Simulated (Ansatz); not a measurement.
This Ti3Al structure is the end of a relaxation. It was relaxed at this level from a Materials Project cell.

Computed with DFT PBE, scalar-relativistic, plane waves, PAW (Ansatz). Cutoff 420 eV, Γ-centred mesh, Gaussian smearing, collinear spin.

```yaml
crystal:
  lattice:
    - [0.00000, 3.23061, 3.23061]
    - [3.23061, 0.00000, 3.23061]
    - [3.23061, 3.23061, 0.00000]
  atoms:
    - { symbol: Ti, position: [0.75000, 0.75000, 0.75000] }
    - { symbol: Ti, position: [0.25000, 0.25000, 0.25000] }
    - { symbol: Ti, position: [0.00000, 0.00000, 0.00000] }
    - { symbol: Al, position: [0.50000, 0.50000, 0.50000] }
```

The zero of energy is the elements' standard structures at the same level; no fitted shifts are applied.

(1) Find its symmetry and describe it.

(2) What is its formation energy per atom?

(3) Is it a metal?

(4) Which magnetic moments does it keep?

Results:

(1) Fm-3m (No. 225), the BiF3 (D0_3) type. Conventional cell: a = 6.461 Å. Ti on a site of symmetry -43m is surrounded by 4 Al at 2.80 Å, 4 Ti at 2.80 Å and 6 Ti at 3.23 Å; Ti on a site of symmetry m-3m has 8 Ti at 2.80 Å and 6 Al at 3.23 Å; Al is surrounded by 8 Ti at 2.80 Å and 6 Ti at 3.23 Å.

(2) −0.16 eV/atom.

(3) Yes, bands cross the Fermi level on the 12×12×12 mesh.

(4) 0.49 μB per atom net, the space between the atoms included; by site: Ti 0.2 (×2), 1.0 μB.

The last run used collinear spin, a 12×12×12 mesh for its 4-atom cell and Gaussian smearing of 0.10 eV. The magnetic state reached may not be the lowest. Symmetry constrained the relaxation, so the result can be a saddle point. Another cell of Ti3Al relaxed alike but without spin, in P6_3/mmc (a cell as deposited in COD), lies 121 meV/atom lower, so this cell isn't the stable form at this level.
